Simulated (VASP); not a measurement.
# Si (Imma) in VASP: notebook

The runs below take Si through single point, with LDA.

All numbers are computed with VASP 6.6.1; they aren't measurements. Logs are shortened: lines on timing, memory, paths and dates and some standing lists are left out, and cuts for length are marked.

## 1. The cell of the first run

It takes space group Imma (No. 74, orthorhombic). Conventional cell: a = 3.773 Å, b = 3.907 Å, c = 5.431 Å, α = 90.00°, β = 90.00°, γ = 90.00°. Si (site symmetry mm2) has 4 Si at 2.32 to 2.38 Å as nearest neighbours.

## 2. Single point, LDA (strain +0.0350 x Voigt [0, 0, 0, 0, 1, 0], atoms carried along)

INCAR reads:

```
PREC = Accurate
ENCUT = 520
EDIFF = 1E-6
ISMEAR = 0
SIGMA = 0.05
LREAL = F
LASPH = T
NELM = 100
ALGO = Normal
ISIF = 2
LWAVE = F
LCHARG = F
NBANDS = 11
```

KPOINTS reads:

```
regular mesh
0
Gamma
  10 10 10
```

POSCAR reads:

```
Si
1.0
    0.0475207250      2.7154700000      2.7154700000
    2.7629907250      0.0000000000      2.7629907250
    2.7154700000      2.7154700000      0.0475207250
Si
2
Direct
    0.5000000000      0.5000000000      0.5000000000
    0.7500000000      0.7500000000      0.7500000000
```

Potentials or basis: VASP PAW LDA potentials, release 64 (Si).

Started as:

```
$ cat potpaw_LDA.64/Si/POTCAR > POTCAR
$ mpirun -np 1 vasp_std > vasp.out
```

OUTCAR:

```text
PREC = Accurate
   ENCUT = 520
   EDIFF = 1E-6
   ISMEAR = 0
   LREAL = F
   LASPH = T
   NELM = 100
   ISIF = 2

 ion  position               nearest neighbor table
   1  0.500  0.500  0.500-   2 2.32   2 2.32   2 2.38   2 2.38
   2  0.750  0.750  0.750-   1 2.32   1 2.32   1 2.38   1 2.38

  LATTYP: Found a body centered orthorhombic cell.
 ALAT       =     3.7730500484
 B/A-ratio  =     1.0356234097
 C/A-ratio  =     1.4394031169

  Lattice vectors:

 A1 = (   0.0475207250,  -2.7154700000,   2.7154700000)
 A2 = (  -0.0475207250,  -2.7154700000,  -2.7154700000)
 A3 = (   2.7154700000,   2.7154700000,   0.0475207250)

Analysis of symmetry for initial positions (statically):
=====================================================================
 Subroutine PRICEL returns:
 Original cell was already a primitive cell.

 Routine SETGRP: Setting up the symmetry group for a
 body centered orthorhombic supercell.

 Subroutine GETGRP returns: Found  8 space group operations
 (whereof  4 operations were pure point group operations)
 out of a pool of  8 trial point group operations.

The static configuration has the point symmetry C_2v.
 The point group associated with its full space group is D_2h.

Analysis of symmetry for dynamics (positions and initial velocities):
=====================================================================
 Subroutine PRICEL returns:
 Original cell was already a primitive cell.

 Routine SETGRP: Setting up the symmetry group for a
 body centered orthorhombic supercell.

 Subroutine GETGRP returns: Found  8 space group operations
 (whereof  4 operations were pure point group operations)
 out of a pool of  8 trial point group operations.

The dynamic configuration has the point symmetry C_2v.
 The point group associated with its full space group is D_2h.

 Subroutine INISYM returns: Found  8 space group operations
 (whereof  4 operations are pure point group operations),
 and found     1 'primitive' translations

----------------------------------------------------------------------------------------

                                     Primitive cell

  volume of cell :      40.0343

  direct lattice vectors                    reciprocal lattice vectors
     0.047520725  2.715470000  2.715470000    -0.187409860  0.184130187  0.187409860
     2.762990725  0.000000000  2.762990725     0.180963329 -0.184130187  0.180963329
[... 88 lines left out ...]
   NSW    =      0    number of steps for IOM
   IBRION =     -1    ionic relax: 0-MD 1-quasi-New 2-CG
   NFREE  =      0    steps in history (QN), initial steepest desc. (CG)
   ISIF   =      2    stress and relaxation
   ISYM   =      2    0-nonsym 1-usesym 2-fastsym
   POTIM  = 0.5000    time-step for ionic-motion
   TEBEG  =    0.0;   TEEND  =   0.0 temperature during run
   PSTRESS=    0.0 pullay stress
   NELECT =       8.0000    total number of electrons
   NUPDOWN=      -1.0000    fix difference up-down
   EMIN   =  10.00;   EMAX   =-10.00  energy-range for DOS
   EFERMI =   0.00;   METHOD = LEGACY
   ISMEAR =     0;   SIGMA  =   0.05  broadening in eV -4-tet -1-fermi 0-gaus
   EFERMI_NEDOS =   21; number of points for ismear=-14 and -15
   IALGO  =     38    algorithm
   IMIX   =      4    mixing-type and parameters
     AMIX     =   0.40;   BMIX     =  1.00
     AMIX_MAG =   1.60;   BMIX_MAG =  1.00
  volume/ion in A,a.u.               =      20.02       135.08
  Fermi-wavevector in a.u.,A,eV,Ry     =   0.957108  1.808671 12.463688  0.916055
  Thomas-Fermi vector in A             =   2.086096
   LORBIT       =      0    0 simple, 1 ext, 2 COOP (PROOUT), +10 PAW based schemes
   GGA     = CA    functional components
   LHFCALC =     F    Hartree Fock is set to
   AEXX    =    0.0000 exact exchange contribution
   IVDW    =     0    specifies the selected vdW correction
   LEPSILON=     F    determine dielectric tensor
   LRPA    =     F    only Hartree local field effects (RPA)
 non-spin polarized calculation
 Gauss-broadening in eV      SIGMA  =   0.05
  energy-cutoff  :      520.00
  volume of cell :       40.03
 maximum number of plane-waves:      1089
 NGX is ok and might be reduce to    30
   NGX = 15   NGY = 15   NGZ = 15

 number of electron       8.0000000 magnetization

 Free energy of the ion-electron system (eV)
  ---------------------------------------------------
  ext. energy  EPLUGINS =         0.00000000
  ---------------------------------------------------
  free energy    TOTEN  =       -11.90091764 eV

  energy without entropy =      -11.90091764  energy(sigma->0) =      -11.90091764

 E-fermi :   5.9988     XC(G=0):  -9.6062

 val. band max:        5.8163500744   @ k =   0.0000   0.0000   0.0000
 cond. band min:       6.1809269099   @ k =   0.5000   0.0000   0.5000
 fundamental gap:      0.3645768355
 Fermi energy:         5.9987674426

 k-point     1 :       0.0000    0.0000    0.0000
  band No.  band energies     occupation
      1      -6.1898      2.00000
      2       5.7346      2.00000
      3       5.7614      2.00000
      4       5.8164      2.00000
      5       8.0323      0.00000
      6       8.1457      0.00000
      7       8.5679      0.00000
      8       9.1335      0.00000
      9      13.4657      0.00000
     10      13.5017      0.00000
     11      13.5127      0.00000
[... 309 lines left out ...]
 k-point    24 :      -0.3000    0.2000   -0.0000
  band No.  band energies     occupation
      1      -4.0929      2.00000
      2       0.0755      2.00000
      3       2.2395      2.00000
      4       4.4335      2.00000
      5       8.0975      0.00000
      6      10.0928      0.00000
      7      10.3032      0.00000
      8      12.3798      0.00000
      9      12.7501      0.00000
     10      15.1069      0.00000
     11      17.4784      0.00000

 [... further k-points ...]
[... 5 lines left out ...]
  --------------------------------------------------------------------------------------
  -------------------------------------------------------------------------------------
  Total       -0.3234794     -0.3355175     -0.3234794      0.0000000      0.0000000     -0.8855354
  in kB      -12.9456896    -13.4274554    -12.9456896      0.0000000      0.0000000    -35.4392489
  external PRESSURE =     -13.1062782 kB  Pullay stress =       0.0000000 kB

 VOLUME and BASIS-vectors are now :
 -----------------------------------------------------------------------------
  energy-cutoff  :      520.00
  volume of cell :       40.03
      direct lattice vectors                 reciprocal lattice vectors
     0.047520725  2.715470000  2.715470000    -0.187409860  0.184130187  0.187409860
     2.762990725  0.000000000  2.762990725     0.180963329 -0.184130187  0.180963329
     2.715470000  2.715470000  0.047520725     0.187409860  0.184130187 -0.187409860

 POSITION                                       TOTAL-FORCE (eV/Angst)
 -----------------------------------------------------------------------------------
      2.76299      2.71547      2.76299        -0.000000      0.325177     -0.000000
      4.14449      4.07320      4.14449         0.000000     -0.325177      0.000000
 -----------------------------------------------------------------------------------
    total drift:                                0.000000     -0.000000     -0.000000

  FREE ENERGIE OF THE ION-ELECTRON SYSTEM (eV)
  ---------------------------------------------------
  free  energy   TOTEN  =       -11.9009176418 eV

  energy  without entropy=      -11.9009176417  energy(sigma->0) =      -11.90091764
```

It took 44 s on 1 thread of Intel Xeon Platinum 8488C (Sapphire Rapids), shared host; peak memory 0.17 GiB.

What came out:

* Free energy: -11.9009 eV
* Pressure: -1.3 GPa
* Largest force: 0.325 eV/Å
* Band gap on the k mesh: 0.36 eV, indirect (least direct gap 2.22 eV)

Forces on the atoms (eV/Å):
```
Si   0.000  0.325  0.000
Si   0.000 -0.325  0.000
```

Levels at points of the mesh, in eV from the valence-band top:
```tsv
k point	band 1	band 2	band 3	band 4	band 5	band 6	band 7	band 8
(0.00, 0.00, 0.00)	-12.01	-0.08	-0.05	0.00	2.22	2.33	2.75	3.32
(0.50, 0.00, 0.00)	-9.55	-7.06	-1.33	-1.31	1.22	3.04	3.34	7.36
(0.00, 0.50, 0.00)	-9.78	-7.01	-1.16	-1.15	1.54	3.16	3.46	7.58
(0.50, 0.50, 0.00)	-7.86	-7.86	-2.90	-2.90	0.56	0.56	9.86	9.86
(0.50, 0.00, 0.50)	-8.01	-7.72	-3.08	-2.71	0.36	0.77	9.85	10.04
```

A k mesh can miss the band edges.

## 3. Single point, LDA (strain +0.0050 x Voigt [0, 0, 0, 0, 1, 0], atoms carried along)

INCAR reads:

```
  PREC = Accurate
  ENCUT = 520
  EDIFF = 1E-7
  ISMEAR = 0
  SIGMA = 0.05
  LREAL = F
  LASPH = T
  NELM = 80
  ALGO = Normal
  ISIF = 2
  LWAVE = F
  LCHARG = T
  GGA = CA
  LELF = T
  LVHAR = T
  NBANDS = 11
```

KPOINTS reads:

```
Automatic mesh
0
Gamma
  10 10 10
```

POSCAR reads:

```
Si
1.0
    0.0067886750      2.7154700000      2.7154700000
    2.7222586750      0.0000000000      2.7222586750
    2.7154700000      2.7154700000      0.0067886750
Si
2
Direct
    0.5000000000      0.5000000000      0.5000000000
    0.7500000000      0.7500000000      0.7500000000
```

Potentials or basis: VASP PAW LDA potentials, release 64 (Si).

Started as:

```
$ cat potpaw_LDA.64/Si/POTCAR > POTCAR
$ mpirun -np 1 vasp_std > vasp.out
```

OUTCAR:

```text
PREC = Accurate
   ENCUT = 520
   EDIFF = 1E-7
   ISMEAR = 0
   LREAL = F
   LASPH = T
   NELM = 80
   ISIF = 2
   GGA = CA

 ion  position               nearest neighbor table
   1  0.500  0.500  0.500-   2 2.35   2 2.35   2 2.36   2 2.36
   2  0.750  0.750  0.750-   1 2.35   1 2.35   1 2.36   1 2.36

  LATTYP: Found a body centered orthorhombic cell.
 ALAT       =     3.8306538660
 B/A-ratio  =     1.0050125313
 C/A-ratio  =     1.4177579573

  Lattice vectors:

 A1 = (   0.0067886750,  -2.7154700000,   2.7154700000)
 A2 = (  -0.0067886750,  -2.7154700000,  -2.7154700000)
 A3 = (   2.7154700000,   2.7154700000,   0.0067886750)

Analysis of symmetry for initial positions (statically):
=====================================================================
 Subroutine PRICEL returns:
 Original cell was already a primitive cell.

 Routine SETGRP: Setting up the symmetry group for a
 body centered orthorhombic supercell.

 Subroutine GETGRP returns: Found  8 space group operations
 (whereof  4 operations were pure point group operations)
 out of a pool of  8 trial point group operations.

The static configuration has the point symmetry C_2v.
 The point group associated with its full space group is D_2h.

Analysis of symmetry for dynamics (positions and initial velocities):
=====================================================================
 Subroutine PRICEL returns:
 Original cell was already a primitive cell.

 Routine SETGRP: Setting up the symmetry group for a
 body centered orthorhombic supercell.

 Subroutine GETGRP returns: Found  8 space group operations
 (whereof  4 operations were pure point group operations)
 out of a pool of  8 trial point group operations.

The dynamic configuration has the point symmetry C_2v.
 The point group associated with its full space group is D_2h.

 Subroutine INISYM returns: Found  8 space group operations
 (whereof  4 operations are pure point group operations),
 and found     1 'primitive' translations

[... 121 lines left out ...]
   AEXX    =    0.0000 exact exchange contribution
   IVDW    =     0    specifies the selected vdW correction
   LEPSILON=     F    determine dielectric tensor
   LRPA    =     F    only Hartree local field effects (RPA)
 non-spin polarized calculation
 Gauss-broadening in eV      SIGMA  =   0.05
  energy-cutoff  :      520.00
  volume of cell :       40.05
 maximum number of plane-waves:      1098
 NGX is ok and might be reduce to    30
   NGX = 15   NGY = 15   NGZ = 15

 number of electron       8.0000000 magnetization

 Free energy of the ion-electron system (eV)
  ---------------------------------------------------
  ext. energy  EPLUGINS =         0.00000000
  ---------------------------------------------------
  free energy    TOTEN  =       -11.91598018 eV

  energy without entropy =      -11.91598018  energy(sigma->0) =      -11.91598018

 E-fermi :   5.9992     XC(G=0):  -9.6052

 val. band max:        5.7744695073   @ k =   0.0000   0.0000   0.0000
 cond. band min:       6.2468160622   @ k =   0.4000   0.0000   0.4000
 fundamental gap:      0.4723465549
 Fermi energy:         5.9991916283

 k-point     1 :       0.0000    0.0000    0.0000
  band No.  band energies     occupation
      1      -6.1878      2.00000
      2       5.7629      2.00000
      3       5.7684      2.00000
      4       5.7745      2.00000
      5       8.2545      0.00000
      6       8.2889      0.00000
      7       8.3309      0.00000
      8       8.9799      0.00000
      9      13.4457      0.00000
     10      13.4961      0.00000
     11      13.4964      0.00000
[... 309 lines left out ...]
 k-point    24 :      -0.3000    0.2000   -0.0000
  band No.  band energies     occupation
      1      -4.1149      2.00000
      2       0.0495      2.00000
      3       2.2842      2.00000
      4       4.4508      2.00000
      5       8.1356      0.00000
      6      10.2400      0.00000
      7      10.2767      0.00000
      8      12.3781      0.00000
      9      12.5573      0.00000
     10      15.1835      0.00000
     11      17.5293      0.00000

 [... further k-points ...]

------------------------ aborting loop because EDIFF is reached ----------------------------------------

  FORCE on cell =-STRESS in cart. coord.  units (eV):
  Direction    XX          YY          ZZ          XY          YZ          ZX
  --------------------------------------------------------------------------------------
  -------------------------------------------------------------------------------------
  Total       -0.3632719     -0.3635182     -0.3632719      0.0000000      0.0000000     -0.1264349
  in kB      -14.5338298    -14.5436821    -14.5338298      0.0000000      0.0000000     -5.0584235
  external PRESSURE =     -14.5371139 kB  Pullay stress =       0.0000000 kB

 VOLUME and BASIS-vectors are now :
 -----------------------------------------------------------------------------
  energy-cutoff  :      520.00
  volume of cell :       40.05
      direct lattice vectors                 reciprocal lattice vectors
     0.006788675  2.715470000  2.715470000    -0.184591667  0.184130187  0.184591667
     2.722258675  0.000000000  2.722258675     0.183671010 -0.184130187  0.183671010
     2.715470000  2.715470000  0.006788675     0.184591667  0.184130187 -0.184591667

 POSITION                                       TOTAL-FORCE (eV/Angst)
 -----------------------------------------------------------------------------------
      2.72226      2.71547      2.72226        -0.000000      0.046376     -0.000000
      4.08339      4.07320      4.08339         0.000000     -0.046376      0.000000
 -----------------------------------------------------------------------------------
    total drift:                                0.000000     -0.000000     -0.000000

  FREE ENERGIE OF THE ION-ELECTRON SYSTEM (eV)
  ---------------------------------------------------
  free  energy   TOTEN  =       -11.9159801821 eV

  energy  without entropy=      -11.9159801821  energy(sigma->0) =      -11.91598018
```

stdout:

```text
POSCAR found type information on POSCAR Si
 POSCAR found :  1 types and       2 ions
 scaLAPACK will be used
 LDA part: xc-table for (Slater(with rela. corr.)+CA(PZ))
 , standard interpolation
 POSCAR, INCAR and KPOINTS ok, starting setup
 FFT: planning ... GRIDC
 FFT: planning ... GRID_SOFT
 FFT: planning ... GRID
 WAVECAR not read
 entering main loop
```

Run time: 48 s. Hardware: 1 thread of Intel Xeon Platinum 8488C (Sapphire Rapids), shared host; peak memory 0.17 GiB.

What came out:

```
Free energy            : -11.9160 eV
Pressure               : -1.5 GPa
Largest force          : 0.046 eV/Å
Band gap on the k mesh : 0.47 eV, indirect (least direct gap 2.48 eV)
```

Forces in eV/Å, atoms in the order of the input:
```
Si   0.000  0.046  0.000
Si   0.000 -0.046  0.000
```

Stress tensor (GPa, compression positive):
```
-1.45  0.00 -0.51
 0.00 -1.45  0.00
-0.51  0.00 -1.45
```

## 4. Single point, LDA (strain -0.0200 x Voigt [0, 0, 0, 0, 1, 0], atoms carried along)

INCAR reads:

```
PREC = Accurate ; ENCUT = 520
EDIFF = 1E-6 ; ISMEAR = 0
SIGMA = 0.05 ; LREAL = F
LASPH = T ; NELM = 100
ALGO = Fast ; ISIF = 2
LWAVE = F ; LCHARG = T
GGA = CA ; LELF = T
LVHAR = T ; NBANDS = 11
```

KPOINTS reads:

```
regular mesh
0
Gamma
  10 10 10
```

POSCAR reads:

```
Si
1.0
   -0.0271547000      2.7154700000      2.7154700000
    2.6883153000      0.0000000000      2.6883153000
    2.7154700000      2.7154700000     -0.0271547000
Si
2
Direct
    0.5000000000      0.5000000000      0.5000000000
    0.7500000000      0.7500000000      0.7500000000
```

Started as:

```
$ cat potpaw_LDA.64/Si/POTCAR > POTCAR
$ mpirun -np 1 vasp_std > vasp.out
```

It took 47 s on 1 thread of Intel Xeon Platinum 8488C (Sapphire Rapids), shared host; peak memory 0.17 GiB.

The run converged. Its results:

* Free energy: -11.9113 eV
* Pressure: -1.4 GPa
* Largest force: 0.185 eV/Å
* Band gap on the k mesh: 0.44 eV, indirect (least direct gap 2.35 eV)

Forces in eV/Å, atoms in the order of the input:
```
Si   0.000 -0.185  0.000
Si   0.000  0.185  0.000
```

Stress tensor (GPa, compression positive):
```
-1.41  0.00  2.02
 0.00 -1.43  0.00
 2.02  0.00 -1.41
```

Levels at points of the mesh, in eV from the valence-band top:
```tsv
k point	band 1	band 2	band 3	band 4	band 5	band 6	band 7	band 8	band 9
(0.00, 0.00, 0.00)	-11.98	-0.05	-0.03	0.00	2.35	2.44	2.65	3.24	7.66
(0.50, 0.00, 0.00)	-9.71	-7.00	-1.17	-1.17	1.50	3.22	3.39	7.55	10.36
(0.00, 0.50, 0.00)	-9.58	-7.03	-1.27	-1.26	1.31	3.15	3.32	7.43	10.40
(0.50, 0.50, 0.00)	-7.84	-7.84	-2.88	-2.88	0.58	0.58	9.93	9.93	10.89
(0.50, 0.00, 0.50)	-7.92	-7.76	-2.98	-2.77	0.47	0.70	9.90	10.01	10.89
```

A k mesh can miss the band edges.

(Continued in part 2 of 2.)
